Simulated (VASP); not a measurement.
PbSe (Clausthalite): single point with SVWN5

**Experimental background.**

From a printed reference work, monograph, for a bulk crystal of PbSe at 300 K: band gap 0.28 eV (direct).

PbSe (Clausthalite):

```
Pb Se
1.0
     0.00000    3.01895    3.01895
     3.01895    0.00000    3.01895
     3.01895    3.01895    0.00000
Pb Se
1 1
Direct
  0.00000 0.00000 0.00000
  0.50000 0.50000 0.50000
```

```json
{
 "Program": "VASP 6.6.1",
 "Task": "single point",
 "Functional": "SVWN5",
 "Potentials or basis": "VASP PAW PBE potentials, release 64 (Pb_d, Se)",
 "Cutoff": "520 eV",
 "k mesh": "8 × 8 × 8",
 "Occupations": "fermi-dirac, width 0.05 eV",
 "Spin": "no spin polarisation"
}
```

| Item | Value |
| --- | --- |
| Pressure | 0.1 GPa |
| Band gap on the k mesh | 0.05 eV, direct |

Levels at points of the mesh, in eV from the valence-band top:
| k point | band 7 | band 8 | band 9 | band 10 | band 11 | band 12 | band 13 | band 14 |
| --- | --- | --- | --- | --- | --- | --- | --- | --- |
| (0.00, 0.00, 0.00) | -6.40 | -2.06 | -2.06 | -2.06 | 4.67 | 4.67 | 4.67 | 6.40 |
| (0.50, 0.00, 0.00) | -9.16 | -1.60 | -1.60 | 0.00 | 0.05 | 1.50 | 1.50 | 8.47 |
| (0.50, 0.50, 0.00) | -7.61 | -5.37 | -3.51 | -3.51 | 3.45 | 5.65 | 5.65 | 6.11 |

Run time: 15 s on 1 thread of Intel(R) Xeon(R) Platinum 8259CL CPU @ 2.50GHz (Skylake/Cascade Lake) (shared host), peak memory 0.17 GiB.

Measured gap of PbSe: 0.28 eV (direct; 300 K; a printed reference work, monograph). This calculation gives 0.05 eV (-0.23 eV). 2 values of this kind are on record (0.15 to 0.28 eV); this one was drawn at random. Spin-orbit coupling on Pb, Se is left out. The value is that of SVWN5 on a finite k mesh, which can miss the band edges, without temperature or zero-point motion.

Caveat: the PAW data sets were made with another functional, which shifts forces and pressure a little; spin-orbit coupling is left out, which moves the levels of the heavy elements.
